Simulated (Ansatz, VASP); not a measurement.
## One calculation of Mg, two programs

```xyz
1
Lattice="-1.7539 1.7539 1.7539 1.7539 -1.7539 1.7539 1.7539 1.7539 -1.7539" Properties=species:S:1:pos:R:3 pbc="T T T"
Mg    0.0000    0.0000    0.0000
```

This isn't the form of Mg at room conditions, which is hcp.

Alike in both runs: task single point; functional LDA; k mesh 15 × 15 × 15; occupations fermi-dirac, width 0.08 eV; no spin polarisation.

|  | VASP | Ansatz |
| --- | --- | --- |
| version | VASP 6.6.1 | Ansatz 0.2.0 |
| potentials or method | VASP PAW LDA potentials, release 64 (Mg), cutoff 520 eV | all-electron LAPW, scalar-relativistic |

|  | VASP | Ansatz | Ansatz less VASP |
| --- | --- | --- | --- |
| pressure (GPa) | -0.3 | 0.0 | +0.36 |

Ansatz ran all-electron here, so the differences hold the error of VASP's frozen core and of both bases.
